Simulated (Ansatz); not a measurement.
## Sb: changing the functional

The cell as given:

It takes space group R-3m (No. 166, trigonal). The conventional cell has a = 4.308 Å, b = 4.308 Å, c = 11.274 Å, α = 90.00°, β = 90.00°, γ = 120.00°. Sb (site symmetry 3m) is surrounded by 3 Sb at 2.91 Å.

Kept alike: task relaxation of cell and atoms; k mesh 8 × 8 × 8; occupations fermi-dirac, width 0.05 eV; no spin polarisation. Program: Ansatz, Ansatz PAW. Cutoffs run from 420 to 500 eV. The mesh is that of the run's cell of 2 atoms. No spin-orbit coupling.

| run | volume (Å³/atom) |
| --- | --- |
| A | 29.859 |
| B | 31.704 |
| C | 33.462 |
| D | 32.970 |
| E | 31.926 |
| F | 29.236 |

The relaxations keep at least the cell's symmetry (R-3m). For a metal such a mesh leaves the last digits unconverged. Relaxations stop with a little pressure left, so the last digits of a volume or edge aren't settled. All rows use potentials made for PBE.

The runs differ in the functional (and the cutoff that goes with it) alone: LDA; PBE; PBEsol; RPBE; r2SCAN; revPBE. Which run is which?

Run A is PBEsol; run B is r2SCAN; run C is RPBE; run D is revPBE; run E is PBE; run F is LDA. The volume runs from 29.236 (LDA) to 33.462 Å³/atom (RPBE). From PBE: LDA -2.690; PBEsol -2.067; RPBE +1.536; r2SCAN -0.222; revPBE +1.044.
